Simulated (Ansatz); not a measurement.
**A strain series on KBr (rocksalt): uniaxial along [111], other directions held**

Rocksalt KBr, relaxed with r2SCAN in the PAW code Ansatz, then strained (uniaxial along [111], other directions held; changes of length per length, axes as in the cell below) with the atoms relaxed again within the symmetry that is left. The symmetry is Fm-3m (No. 225, cubic); conventional cell a = 6.604 Å, 36.01 Å³ an atom. K is surrounded by 6 Br at 3.30 Å; Br is surrounded by 6 K at 3.30 Å. The values are computed, spin-unpolarised, and not measurements.

```yaml
crystal:
  lattice:
    - [0.00000, 3.30225, 3.30225]
    - [3.30225, 0.00000, 3.30225]
    - [3.30225, 3.30225, 0.00000]
  atoms:
    - { symbol: K, position: [0.00000, 0.00000, 0.00000] }
    - { symbol: Br, position: [0.50000, 0.50000, 0.50000] }
```

Gaps are the least over each mesh (PBE 6×6×6, r2SCAN 6×6×6, HSE06 4×4×4 when unstrained) and the special points, which keep their unstrained names; stress is the change from the unstrained cell, compression positive.

```tsv
strain (%)	gap, PBE (eV)	gap, r2SCAN (eV)	gap, HSE06 (eV)	edges, HSE06	stress along the strain, r2SCAN (GPa)	energy rise, r2SCAN (meV/atom)
-0.64	4.438	5.080	5.605	Γ	+0.15	0.2
0.0	4.430	5.071	5.596	Γ	0.00	0.0
+2.5	4.343	4.980	5.503	Γ	-0.56	1.4
+2.56	4.341	4.978	5.501	Γ	-0.58	1.5
```

Task: Estimate the row for a strain of +5.81 %.

Result:
```tsv
strain (%)	gap, PBE (eV)	gap, r2SCAN (eV)	gap, HSE06 (eV)	edges, HSE06	stress along the strain, r2SCAN (GPa)	energy rise, r2SCAN (meV/atom)
+5.81	4.225	4.856	5.376	Γ	-1.27	8.0
```

Between zero and the nearest strains the slope of the HSE06 gap against strain is -0.014 eV per percent for negative and -0.037 for positive strain.

Spin-orbit coupling is left out.

The meshes of the hybrids are coarse, so their gaps aren't converged to the digits shown.
